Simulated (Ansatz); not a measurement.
**Response of CaF2 to small distortions**

```
Ca F
1.0
     0.00000    2.73125    2.73125
     2.73125    0.00000    2.73125
     2.73125    2.73125    0.00000
Ca F
1 2
Direct
  0.00000 0.00000 0.00000
  0.25000 0.25000 0.25000
  0.75000 0.75000 0.75000
```

Atom numbers follow the list: Ca1, F2, F3.

The geometry is COD entry 5000222, unchecked; take it as a test cell.

Theory: DFT, LDA, PAW with Ansatz's default frozen-core files, scalar-relativistic in Ansatz 0.2.0.

Settings: a Γ-centred 10×10×10 k mesh, Fermi–Dirac smearing of 0.03 eV, cutoff 420 eV, no spin polarisation; the PAW files were made with PBE, and the program remakes their frozen cores for this functional.

The unchanged cell is at -6.47 GPa.

Semilocal functionals give too small gaps.

x, y and z are the Cartesian axes of the cell as listed; fractional coordinates follow a strain, and an engineering shear is twice the off-diagonal strain component.

Vzz stands for the principal value of largest size of the field-gradient tensor, whatever its axis.

(1) With this change (equal xy, yz and zx engineering shear strains of -2 %), what becomes of the energy and stress and forces and field gradients and gap?

(2) With this change (equal xy, yz and zx engineering shear strains of -1 %), what becomes of the energy and stress and forces and field gradients and gap?

With equal xy, yz and zx engineering shear strains of +1 %: energy change +0.4 meV/atom; stress change (xx, yy, zz, yz, xz, xy) 0.03, 0.03, 0.03, -0.32, -0.32, -0.32 GPa, compression positive; change of the force on F2 (-0.014, -0.014, -0.014) eV/Å; Vzz in 10²¹ V/m²: Ca1 0 → 0.41 (η = 0.00), F2 0 → 0.04 (η = 0.00); gap on the k mesh 6.92 → 6.92 eV.

(3) With this change (equal xy, yz and zx engineering shear strains of +2 %), what becomes of the energy and stress and forces and field gradients and gap?

Results:

(1) Energy change +1.7 meV/atom; stress change (xx, yy, zz, yz, xz, xy) 0.13, 0.13, 0.13, 0.75, 0.75, 0.75 GPa, compression positive; change of the force on F2 (0.040, 0.040, 0.040) eV/Å; Vzz in 10²¹ V/m²: Ca1 0 → -0.91 (η = 0.00), F2 0 → -0.10 (η = 0.00); gap on the k mesh 6.92 → 6.93 eV.

(2) Energy change +0.4 meV/atom; stress change (xx, yy, zz, yz, xz, xy) 0.03, 0.03, 0.03, 0.35, 0.35, 0.35 GPa, compression positive; change of the force on F3 (-0.018, -0.018, -0.018) eV/Å; Vzz in 10²¹ V/m²: Ca1 0 → -0.44 (η = 0.00), F2 0 → -0.05 (η = 0.00); gap on the k mesh 6.92 → 6.92 eV.

(3) Energy change +1.4 meV/atom; stress change (xx, yy, zz, yz, xz, xy) 0.12, 0.12, 0.12, -0.60, -0.60, -0.60 GPa, compression positive; change of the force on F2 (-0.025, -0.025, -0.025) eV/Å; Vzz in 10²¹ V/m²: Ca1 0 → 0.79 (η = 0.00), F2 0 → 0.06 (η = 0.00); gap on the k mesh 6.92 → 6.93 eV.
